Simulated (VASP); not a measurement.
Write the native input for VASP 6.6.1 that does the following.

```
Task                   : band structure
Functional             : LDA
Potentials or basis    : VASP PAW LDA potentials, release 64 (Ga_d, N)
Cutoff                 : 520 eV
k mesh                 : 10 × 10 × 4
Occupations            : gaussian, width 0.02 eV
Spin                   : no spin polarisation
Ladder                 : gaps
Further INCAR settings : ALGO = Normal; EDIFF = 1e-07; NBANDS = 46
```

GaN:

```
Ga N
1.0
     3.21154    0.00000    0.00000
    -1.60577    2.78127    0.00000
     0.00000    0.00000   10.35684
Ga N
4 4
Cartesian
  0.0000 0.0000 8.1391
  1.6058 0.9271 0.3868
  0.0000 1.8542 5.5652
  0.0000 0.0000 2.9607
  0.0000 0.0000 0.9636
  1.6058 0.9271 3.5601
  0.0000 0.0000 6.1420
  0.0000 1.8542 8.7385
```

The cell is a database's computed one.

These files were run (other wordings do the same):

POSCAR

```
GaN
1.0
    3.2115377864      0.0000000000      0.0000000000
   -1.6057688932      2.7812733083      0.0000000000
    0.0000000000      0.0000000000     10.3568400000
Ga N
4 4
Direct
    0.0000000000      0.0000000000      0.7858680000
    0.6666666667      0.3333333333      0.0373490000
    0.3333333333      0.6666666667      0.5373490000
    0.0000000000      0.0000000000      0.2858680000
    0.0000000000      0.0000000000      0.0930380000
    0.6666666667      0.3333333333      0.3437450000
    0.0000000000      0.0000000000      0.5930380000
    0.3333333333      0.6666666667      0.8437450000
```

INCAR.step1

```
SYSTEM = GaN
PREC = Accurate ; ENCUT = 520
EDIFF = 1E-7 ; ISMEAR = 0
SIGMA = 0.02 ; LREAL = .FALSE.
LASPH = .TRUE. ; NELM = 60
ALGO = Normal ; ISIF = 2
LWAVE = .FALSE. ; LCHARG = .TRUE.
GGA = CA ; NBANDS = 46
KPAR = 2
```

KPOINTS.step1

```
Automatic mesh
0
G
  10 10 4
  0 0 0
```

INCAR.step2

```
SYSTEM = GaN
PREC = Accurate ; ENCUT = 520
EDIFF = 1E-7 ; ISMEAR = 0
SIGMA = 0.05 ; LREAL = .FALSE.
LASPH = .TRUE. ; NELM = 60
ALGO = Normal ; ISIF = 2
LWAVE = .FALSE. ; LCHARG = .FALSE.
GGA = CA ; NBANDS = 46
ICHARG = 11 ; KPAR = 2
```

KPOINTS.step2

```
path GMKGALHA,LM,KH
15
line-mode
reciprocal
 0.0000000000  0.0000000000  0.0000000000  G
 0.5000000000  0.0000000000  0.0000000000  M

 0.5000000000  0.0000000000  0.0000000000  M
 0.3333333333  0.3333333333  0.0000000000  K

 0.3333333333  0.3333333333  0.0000000000  K
 0.0000000000  0.0000000000  0.0000000000  G

 0.0000000000  0.0000000000  0.0000000000  G
 0.0000000000  0.0000000000  0.5000000000  A

 0.0000000000  0.0000000000  0.5000000000  A
 0.5000000000  0.0000000000  0.5000000000  L

 0.5000000000  0.0000000000  0.5000000000  L
 0.3333333333  0.3333333333  0.5000000000  H

 0.3333333333  0.3333333333  0.5000000000  H
 0.0000000000  0.0000000000  0.5000000000  A

 0.5000000000  0.0000000000  0.5000000000  L
 0.5000000000  0.0000000000  0.0000000000  M

 0.3333333333  0.3333333333  0.0000000000  K
 0.3333333333  0.3333333333  0.5000000000  H
```

Potentials or basis: VASP PAW LDA potentials, release 64 (Ga_d, N).

Run with:

```bash
$ cat potpaw_LDA.64/Ga_d/POTCAR potpaw_LDA.64/N/POTCAR > POTCAR
$ cp INCAR.step1 INCAR
$ cp KPOINTS.step1 KPOINTS
$ mpirun -np 2 vasp_std > vasp.out
$ cp INCAR.step2 INCAR
$ cp KPOINTS.step2 KPOINTS
$ mpirun -np 2 vasp_std > vasp.out
```

Results of the run:

```
Band gap on the k mesh  : 0.84 eV, direct
Band gap along the path : 0.84 eV, direct
```

Caveat: the log is that of the step along the path at fixed density, whose energy, stress, charges and moments have no meaning.

Wall time 2.1 min on 2 MPI ranks on Intel(R) Xeon(R) 6975P-C (Granite Rapids) (shared host), peak memory 0.45 GiB a rank.
